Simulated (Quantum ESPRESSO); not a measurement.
# TiO2 (P4_2/mnm) in Quantum ESPRESSO: further runs, part 2 of 3

Quantum ESPRESSO 7.5.

## (3) Phonons, LDA

Contents of pw.in:

```
&CONTROL
  calculation = 'scf'
  prefix = 'pwscf'
  outdir = './tmp'
  pseudo_dir = './pseudo'
  tprnfor = .true.
  tstress = .true.
  disk_io = 'low'
/
&SYSTEM
  ibrav = 0
  celldm(1) = 8
  nat = 6
  ntyp = 2
  ecutwfc = 45
  ecutrho = 360
  nbnd = 33
  occupations = 'smearing'
  smearing = 'fd'
  degauss = 0.00367493
/
&ELECTRONS
  conv_thr = 1.2d-09
  electron_maxstep = 120
  mixing_beta = 0.5
/
ATOMIC_SPECIES
Ti    47.8670 ti_lda_v1.4.uspp.F.UPF
O     15.9990 o_lda_v1.2.uspp.F.UPF
CELL_PARAMETERS alat
  1.0865540950003   0.0000000000000   0.0000000000000
  0.0000000000000   1.0865540950003   0.0000000000000
  0.0000000000000   0.0000000000000   0.6990128965849
ATOMIC_POSITIONS crystal
Ti     0.0000000000    0.0000000000    0.5000000000
Ti     0.5000000000    0.5000000000    0.0000000000
O      0.3043213200    0.3043213200    0.5000000000
O      0.1956786800    0.8043213200    0.0000000000
O      0.8043213200    0.1956786800    0.0000000000
O      0.6956786800    0.6956786800    0.5000000000
K_POINTS automatic
4 4 6 1 1 1
```

Contents of relax.in:

```
&CONTROL
  calculation = 'vc-relax'
  prefix = 'pwscf'
  outdir = './tmp'
  pseudo_dir = './pseudo'
  tprnfor = .true.
  tstress = .true.
  disk_io = 'low'
  nstep = 40
  forc_conv_thr = 0.0001
  etot_conv_thr = 1d-06
/
&SYSTEM
  ibrav = 0
  celldm(1) = 8
  nat = 6
  ntyp = 2
  ecutwfc = 45
  ecutrho = 360
  nbnd = 33
  occupations = 'smearing'
  smearing = 'fd'
  degauss = 0.00367493
/
&ELECTRONS
  conv_thr = 1.2d-09
  electron_maxstep = 120
  mixing_beta = 0.5
/
&IONS
  ion_dynamics = 'bfgs'
/
&CELL
  cell_dynamics = 'bfgs'
  press = 0
  press_conv_thr = 0.2
/
ATOMIC_SPECIES
Ti    47.8670 ti_lda_v1.4.uspp.F.UPF
O     15.9990 o_lda_v1.2.uspp.F.UPF
CELL_PARAMETERS alat
  1.0865540950003   0.0000000000000   0.0000000000000
  0.0000000000000   1.0865540950003   0.0000000000000
  0.0000000000000   0.0000000000000   0.6990128965849
ATOMIC_POSITIONS crystal
Ti     0.0000000000    0.0000000000    0.5000000000
Ti     0.5000000000    0.5000000000    0.0000000000
O      0.3043213200    0.3043213200    0.5000000000
O      0.1956786800    0.8043213200    0.0000000000
O      0.8043213200    0.1956786800    0.0000000000
O      0.6956786800    0.6956786800    0.5000000000
K_POINTS automatic
4 4 6 1 1 1
```

Contents of gamma.in:

```
&CONTROL
  calculation = 'bands'
  prefix = 'pwscf'
  outdir = './tmp'
  pseudo_dir = './pseudo'
  disk_io = 'low'
  verbosity = 'high'
/
&SYSTEM
  ibrav = 0
  celldm(1) = 8
  nat = 6
  ntyp = 2
  ecutwfc = 45
  ecutrho = 360
  nbnd = 33
  occupations = 'smearing'
  smearing = 'fd'
  degauss = 0.00367493
/
&ELECTRONS
  conv_thr = 1d-08
  electron_maxstep = 120
  mixing_beta = 0.5
  diago_full_acc = .true.
  startingwfc = 'random'
/
ATOMIC_SPECIES
Ti    47.8670 ti_lda_v1.4.uspp.F.UPF
O     15.9990 o_lda_v1.2.uspp.F.UPF
CELL_PARAMETERS alat
  1.0753426224014   0.0000000000000   0.0000000000000
  0.0000000000000   1.0753426224014   0.0000000000000
  0.0000000000000   0.0000000000000   0.6897219413789
ATOMIC_POSITIONS crystal
Ti     0.0000000000    0.0000000000    0.5000000000
Ti     0.5000000000    0.5000000000    0.0000000000
O      0.3039050711    0.3039050711    0.5000000000
O      0.1960949289    0.8039050711    0.0000000000
O      0.8039050711    0.1960949289    0.0000000000
O      0.6960949289    0.6960949289    0.5000000000
K_POINTS crystal
1
0.0 0.0 0.0 1
```

Contents of scf2.in:

```
&CONTROL
  calculation = 'scf'
  prefix = 'pwscf'
  outdir = './tmp'
  pseudo_dir = './pseudo'
  tprnfor = .true.
  tstress = .true.
  disk_io = 'low'
/
&SYSTEM
  ibrav = 0
  celldm(1) = 8
  nat = 6
  ntyp = 2
  ecutwfc = 45
  ecutrho = 360
  nbnd = 33
  occupations = 'fixed'
/
&ELECTRONS
  conv_thr = 1d-13
  electron_maxstep = 120
  mixing_beta = 0.5
  startingpot = 'file'
/
ATOMIC_SPECIES
Ti    47.8670 ti_lda_v1.4.uspp.F.UPF
O     15.9990 o_lda_v1.2.uspp.F.UPF
CELL_PARAMETERS alat
  1.0753426224014   0.0000000000000   0.0000000000000
  0.0000000000000   1.0753426224014   0.0000000000000
  0.0000000000000   0.0000000000000   0.6897219413789
ATOMIC_POSITIONS crystal
Ti     0.0000000000    0.0000000000    0.5000000000
Ti     0.5000000000    0.5000000000    0.0000000000
O      0.3039050711    0.3039050711    0.5000000000
O      0.1960949289    0.8039050711    0.0000000000
O      0.8039050711    0.1960949289    0.0000000000
O      0.6960949289    0.6960949289    0.5000000000
K_POINTS automatic
4 4 6 1 1 1
```

Contents of ph.in:

```
phonons of TiO2
&INPUTPH
  prefix = 'pwscf'
  outdir = './tmp'
  tr2_ph = 1d-18
  fildyn = 'dyn'
  niter_ph = 90
  alpha_mix(1) = 0.7
  epsil = True
/
0.0000000000 0.0000000000 0.0000000000
```

Contents of dynmat.in:

```
&INPUT
  fildyn = 'dyn'
  asr = 'crystal'
  lperm = .true.
  filout = 'dynmat.disp'
  fileig = 'dynmat.eig'
/
```

Contents of dynmat_lo.in:

```
&INPUT
  fildyn = 'dyn'
  asr = 'crystal'
  filout = 'dynmat_lo.disp'
  fileig = 'dynmat_lo.eig'
  q(1) = 0
  q(2) = 0
  q(3) = 1
/
```

Potentials or basis: GBRV 1.5 LDA.

Run with:

```console
$ OMP_NUM_THREADS=1 pw.x -in pw.in > pw.out
$ OMP_NUM_THREADS=1 pw.x -in relax.in > relax.out
$ OMP_NUM_THREADS=1 pw.x -in gamma.in > gamma.out
$ OMP_NUM_THREADS=1 pw.x -in scf2.in > scf2.out
$ OMP_NUM_THREADS=1 ph.x -in ph.in > ph.out
$ OMP_NUM_THREADS=1 dynmat.x -in dynmat.in > dynmat.out
$ OMP_NUM_THREADS=1 dynmat.x -in dynmat_lo.in > dynmat_lo.out
```

pw.out:

```text
This program is part of the open-source Quantum ESPRESSO suite
     for quantum simulation of materials; please cite
[... 9 lines left out ...]
     --------------------
     sticks:   dense  smooth     PW     G-vecs:    dense   smooth      PW
     Sum        2177    1085    325                48777    17227    2769

     Using Slab Decomposition

     bravais-lattice index     =            0
     lattice parameter (alat)  =       8.0000  a.u.
     unit-cell volume          =     422.5303 (a.u.)^3
     number of atoms/cell      =            6
     number of atomic types    =            2
     number of electrons       =        48.00
     number of Kohn-Sham states=           33
     kinetic-energy cutoff     =      45.0000  Ry
     charge density cutoff     =     360.0000  Ry
     scf convergence threshold =      1.2E-09
     mixing beta               =       0.5000
     number of iterations used =            8  plain     mixing
     Exchange-correlation= SLA  PZ   NOGX NOGC
                           (   1   1   0   0   0   0   0)

     celldm(1)=   8.000000  celldm(2)=   0.000000  celldm(3)=   0.000000
     celldm(4)=   0.000000  celldm(5)=   0.000000  celldm(6)=   0.000000

     crystal axes: (cart. coord. in units of alat)
               a(1) = (   1.086554   0.000000   0.000000 )
               a(2) = (   0.000000   1.086554   0.000000 )
               a(3) = (   0.000000   0.000000   0.699013 )

     reciprocal axes: (cart. coord. in units 2 pi/alat)
               b(1) = (  0.920341  0.000000  0.000000 )
               b(2) = (  0.000000  0.920341  0.000000 )
               b(3) = (  0.000000  0.000000  1.430589 )

     PseudoPot. # 1 for Ti read from file:
     ti_lda_v1.4.uspp.F.UPF
     Pseudo is Ultrasoft + core correction, Zval = 12.0
     Generated by new atomic code, or converted to UPF format
     Using radial grid of  851 points,  6 beta functions with:
                l(1) =   0
                l(2) =   0
                l(3) =   1
                l(4) =   1
                l(5) =   2
                l(6) =   2
     Q(r) pseudized with  6 coefficients,  rinner =    1.000   1.000   1.000
                                                       1.000   1.000

     PseudoPot. # 2 for O  read from file:
     o_lda_v1.2.uspp.F.UPF
     Pseudo is Ultrasoft + core correction, Zval =  6.0
     Generated by new atomic code, or converted to UPF format
     Using radial grid of  737 points,  5 beta functions with:
                l(1) =   0
                l(2) =   0
                l(3) =   1
                l(4) =   1
                l(5) =   2
     Q(r) pseudized with  8 coefficients,  rinner =    0.900   0.900   0.900
                                                       0.900   0.900

     atomic species   valence    mass     pseudopotential
     Ti               12.00    47.86700     Ti( 1.00)
     O                 6.00    15.99900     O ( 1.00)

     16 Sym. Ops., with inversion, found ( 8 have fractional translation)

   Cartesian axes

     site n.     atom                  positions (alat units)
         1        Ti     tau(   1) = (   0.0000000   0.0000000   0.3495064  )
         2        Ti     tau(   2) = (   0.5432770   0.5432770   0.0000000  )
         3        O      tau(   3) = (   0.3306616   0.3306616   0.3495064  )
         4        O      tau(   4) = (   0.2126155   0.8739386   0.0000000  )
         5        O      tau(   5) = (   0.8739386   0.2126155   0.0000000  )
         6        O      tau(   6) = (   0.7558925   0.7558925   0.3495064  )

     number of k points=     9  Fermi-Dirac smearing, width (Ry)=  0.0037
                       cart. coord. in units 2pi/alat
        k(    1) = (   0.1150426   0.1150426   0.1192157), wk =   0.1666667
        k(    2) = (   0.1150426   0.1150426   0.3576472), wk =   0.1666667
        k(    3) = (   0.1150426   0.1150426   0.5960787), wk =   0.1666667
        k(    4) = (   0.1150426   0.3451278   0.1192157), wk =   0.3333333
        k(    5) = (   0.1150426   0.3451278   0.3576472), wk =   0.3333333
        k(    6) = (   0.1150426   0.3451278   0.5960787), wk =   0.3333333
        k(    7) = (   0.3451278   0.3451278   0.1192157), wk =   0.1666667
        k(    8) = (   0.3451278   0.3451278   0.3576472), wk =   0.1666667
        k(    9) = (   0.3451278   0.3451278   0.5960787), wk =   0.1666667

     Dense  grid:    48777 G-vectors     FFT dimensions: (  54,  54,  36)

     Smooth grid:    17227 G-vectors     FFT dimensions: (  40,  40,  24)

     Check: negative core charge=   -0.000012

     Initial potential from superposition of free atoms

     starting charge      45.9999, renormalised to      48.0000

     negative rho (up, down):  1.500E-03 0.000E+00
     Starting wfcs are   36 randomized atomic wfcs

     Self-consistent Calculation

     iteration #  1     ecut=    45.00 Ry     beta= 0.50
     Davidson diagonalization with overlap
     ethr =  1.00E-02,  avg # of iterations =  2.0

     negative rho (up, down):  1.710E-03 0.000E+00

     total energy              =    -367.92523692 Ry
     estimated scf accuracy    <       1.16732100 Ry

     iteration #  2     ecut=    45.00 Ry     beta= 0.50
     Davidson diagonalization with overlap
     ethr =  2.43E-03,  avg # of iterations =  3.8

     negative rho (up, down):  1.405E-03 0.000E+00

     total energy              =    -367.47476864 Ry
     estimated scf accuracy    <       5.39009843 Ry

     iteration #  3     ecut=    45.00 Ry     beta= 0.50
     Davidson diagonalization with overlap
     ethr =  2.43E-03,  avg # of iterations =  3.3

     negative rho (up, down):  1.417E-03 0.000E+00

     total energy              =    -368.40682086 Ry
     estimated scf accuracy    <       0.18575751 Ry

     iteration #  4     ecut=    45.00 Ry     beta= 0.50
     Davidson diagonalization with overlap
     ethr =  3.87E-04,  avg # of iterations =  1.8
[... 37 lines left out ...]
     negative rho (up, down):  1.431E-03 0.000E+00

     total energy              =    -368.42383366 Ry
     estimated scf accuracy    <       0.00000124 Ry

     iteration #  9     ecut=    45.00 Ry     beta= 0.50
     Davidson diagonalization with overlap
     ethr =  2.58E-09,  avg # of iterations =  1.7

     negative rho (up, down):  1.431E-03 0.000E+00

     total energy              =    -368.42383379 Ry
     estimated scf accuracy    <       0.00000004 Ry

     iteration # 10     ecut=    45.00 Ry     beta= 0.50
     Davidson diagonalization with overlap
     ethr =  8.93E-11,  avg # of iterations =  3.6

     negative rho (up, down):  1.431E-03 0.000E+00

     End of self-consistent calculation

          k = 0.1150 0.1150 0.1192 (  2146 PWs)   bands (ev):

   -47.5337 -47.5189 -24.1725 -24.1488 -24.0357 -24.0082 -24.0055 -23.9754
    -8.9930  -7.9036  -7.3490  -7.2442   3.1286   3.5952   3.9537   4.8214
     4.8364   6.0056   6.3185   6.5439   7.3656   7.8595   7.9755   8.5644
    10.7394  11.0952  11.1295  11.4060  11.4734  13.0851  13.4693  15.0061
    15.2294

          k = 0.1150 0.1150 0.3576 (  2160 PWs)   bands (ev):

   -47.5131 -47.5022 -24.2122 -24.1904 -24.1180 -24.0946 -24.0157 -24.0009
    -8.4969  -7.6360  -7.5388  -7.4700   3.7520   4.1088   4.2344   4.6165
     4.9324   5.2956   5.9222   6.6737   6.9284   7.1700   7.3938   8.2444
    10.8230  11.3105  11.6097  11.7916  11.9080  12.7111  13.9201  14.4667
    14.8089

          k = 0.1150 0.1150 0.5961 (  2168 PWs)   bands (ev):

   -47.4909 -47.4869 -24.4020 -24.3939 -24.0514 -24.0407 -24.0091 -24.0049
    -7.9772  -7.6944  -7.6905  -7.4072   4.0420   4.3427   4.4529   4.5525
     4.9685   5.5811   5.9021   6.1776   6.3247   7.0620   7.2519   7.2835
    11.0526  11.6728  11.8073  11.9386  12.1538  12.5736  13.8500  14.4200
    14.7618

          k = 0.1150 0.3451 0.1192 (  2143 PWs)   bands (ev):

   -47.5293 -47.5232 -24.1549 -24.1150 -24.0733 -24.0315 -23.9946 -23.9819
    -8.6218  -8.1040  -7.4921  -7.3637   3.4792   3.8909   4.5412   4.7959
     5.0730   5.8147   5.9182   6.4723   6.7416   7.1740   7.7613   8.1580
    11.0261  11.2853  11.4341  11.7260  11.9421  12.6061  14.2162  14.7659
    15.0475
[... 19 lines left out ...]
   -47.5275 -47.5250 -24.1819 -24.1610 -24.0278 -24.0024 -23.9923 -23.9877
    -8.5001  -8.2897  -7.4269  -7.3427   3.2152   3.5057   4.5599   4.6761
     5.5142   6.1332   6.4783   6.8087   7.0881   7.0933   7.3139   7.7583
    10.7015  11.0384  11.2259  11.4690  12.2751  12.5418  14.4152  14.8109
    15.1162

          k = 0.3451 0.3451 0.3576 (  2151 PWs)   bands (ev):

   -47.5085 -47.5066 -24.2046 -24.1979 -24.1253 -24.1031 -24.0098 -23.9968
    -8.0953  -7.9312  -7.5829  -7.5543   3.7621   4.0341   4.0369   4.1342
     5.5840   5.9035   6.2373   6.6984   6.9036   7.0215   7.3086   7.6782
    11.2688  11.3102  11.5419  11.6791  11.9829  12.1852  14.2351  14.7213
    14.7996

          k = 0.3451 0.3451 0.5961 (  2146 PWs)   bands (ev):

   -47.4892 -47.4885 -24.3996 -24.3951 -24.0549 -24.0450 -24.0078 -24.0043
    -7.9368  -7.7663  -7.6082  -7.4293   3.7251   3.9789   4.2022   4.3595
     5.0155   5.4194   6.0968   6.1398   7.0937   7.3144   7.7617   7.9839
    10.9012  11.4284  11.7656  11.8227  11.9004  12.3087  13.9861  14.7069
    14.7460

     the Fermi energy is     9.5841 ev

!    total energy              =    -368.42383380 Ry
     estimated scf accuracy    <          5.7E-10 Ry
     smearing contrib. (-TS)   =      -0.00000000 Ry
     internal energy E=F+TS    =    -368.42383380 Ry

     The total energy is F=E-TS. E is the sum of the following terms:
     one-electron contribution =    -125.64104930 Ry
     hartree contribution      =      85.67604230 Ry
     xc contribution           =     -64.37119957 Ry
     ewald contribution        =    -264.08762723 Ry

     convergence has been achieved in  10 iterations

     negative rho (up, down):  1.431E-03 0.000E+00

     Forces acting on atoms (cartesian axes, Ry/au):

     atom    1 type  1   force =     0.00000000    0.00000000   -0.00000000
     atom    2 type  1   force =     0.00000000    0.00000000    0.00000000
     atom    3 type  2   force =     0.00304054    0.00304054   -0.00000000
     atom    4 type  2   force =    -0.00304054    0.00304054   -0.00000000
     atom    5 type  2   force =     0.00304054   -0.00304054   -0.00000000
     atom    6 type  2   force =    -0.00304054   -0.00304054   -0.00000000

     Total force =     0.008600     Total SCF correction =     0.000008

     Computing stress (Cartesian axis) and pressure

     negative rho (up, down):  1.431E-03 0.000E+00
          total   stress  (Ry/bohr**3)                   (kbar)     P=      -83.12
  -0.00049864   0.00000000   0.00000000          -73.35        0.00        0.00
   0.00000000  -0.00049864   0.00000000            0.00      -73.35        0.00
   0.00000000   0.00000000  -0.00069776            0.00        0.00     -102.64

=------------------------------------------------------------------------------=
   JOB DONE.
=------------------------------------------------------------------------------=
```

Run time: 32 min. Hardware: 1 thread of Intel Xeon at 2.50GHz (Skylake/Cascade Lake), shared host; peak memory 0.22 GiB.

Results:

| Property | Result |
| --- | --- |
| Free energy | -5012.7153 eV |
| Relaxed volume | 10.09 Å³/atom |
| Relaxed cell | a = 4.552 Å, b = 4.552 Å, c = 2.920 Å, α = 90.00°, β = 90.00°, γ = 90.00° |
| Space group after relaxing (to 0.05 Å) | P4_2/mnm (No. 136) |
| Pressure after relaxing | 0.1 GPa |
| Electronic dielectric tensor (diagonal) | 7.54, 7.54, 8.75 |
| Born charges (mean of the diagonal) | Ti +6.76; O -3.38 e |
| Highest phonon frequency at Γ, LO-TO splitting left out | 818 cm⁻¹ |
| Static dielectric tensor (diagonal) | 173.81, 173.81, 297.55 |

Step by step:
```
step  energy change (eV)  largest force (eV/Å)  pressure (GPa)  volume (Å³)
   1              0.0000                0.1106           -8.31        62.61
   2             -0.0500                0.1605            2.67        60.00
   3             -0.0559                0.0489           -0.20        60.59
   4             -0.0561                0.0291           -0.08        60.55
   5             -0.0562                0.0003            0.00        60.51
   6             -0.0562                0.0000            0.00        60.51
```

Final structure:
```
Ti O
1.0
     4.55237    0.00000    0.00000
     0.00000    4.55237    0.00000
     0.00000    0.00000    2.91988
Ti O
2 4
Direct
  0.00000 0.00000 0.50000
  0.50000 0.50000 0.00000
  0.30391 0.30391 0.50000
  0.19609 0.80391 0.00000
  0.80391 0.19609 0.00000
  0.69609 0.69609 0.50000
```

Levels at points of the mesh, in eV from the valence-band top:
| k point | band 21 | band 22 | band 23 | band 24 | band 25 | band 26 | band 27 | band 28 |
| --- | --- | --- | --- | --- | --- | --- | --- | --- |
| (0.12, 0.12, 0.08) | -1.21 | -0.71 | -0.60 | 0.00 | 2.27 | 2.65 | 2.68 | 2.98 |

Phonon frequencies in cm⁻¹ (negative: imaginary):
```
              q point                                                              frequencies
(0.000, 0.000, 0.000)  -11 -10 -10 101 131 135 137 137 383 383 393 419 464 464 488 488 611 818
```

Electronic dielectric tensor:
```
7.54 0.00 0.00
0.00 7.54 0.00
0.00 0.00 8.75
```

Born effective charge tensors (e):
atom 1, Ti
```
6.33 1.00 0.00
1.00 6.33 0.00
0.00 0.00 7.62
```
atom 2, Ti
```
 6.33 -1.00  0.00
-1.00  6.33  0.00
 0.00  0.00  7.62
```
atom 3, O
```
-3.17 -1.81  0.00
-1.81 -3.17  0.00
 0.00  0.00 -3.80
```
atom 4, O
```
-3.17  1.81  0.00
 1.81 -3.17  0.00
 0.00  0.00 -3.80
```
atom 5, O
```
-3.17  1.81  0.00
 1.81 -3.17  0.00
 0.00  0.00 -3.80
```
atom 6, O
```
-3.17 -1.81  0.00
-1.81 -3.17  0.00
 0.00  0.00 -3.80
```

Optical modes at Γ, degenerate ones joined, polar ones without the macroscopic field:
```
cm⁻¹  components  symmetry  active in  IR intensity, summed ((D/Å)²/amu)
 101           1       B1u     silent                               0.00
 130           1       A2u         IR                             139.52
 135           1       B1g      Raman                               0.00
 138           2        Eu         IR                             172.80
 383           2        Eu         IR                              16.61
 393           1       B1u     silent                               0.00
 419           1       A2g     silent                               0.00
 464           2        Eg      Raman                               0.00
 488           2        Eu         IR                              43.46
 611           1       A1g      Raman                               0.00
 818           1       B2g      Raman                               0.00
```

Zone-centre frequencies without and with the macroscopic field along z (cm⁻¹):
|  | optical modes in rising order |
| --- | --- |
| without | 101 130 135 138 138 383 383 393 419 464 464 488 488 611 818 |
| with the field | 101 135 138 138 383 383 393 419 464 464 488 488 611 761 818 |

Static dielectric tensor, electrons and zone-centre modes:
```
173.81   0.00   0.00
  0.00 173.81   0.00
  0.00   0.00 297.55
```

(Part 2 of 3 ends here.)
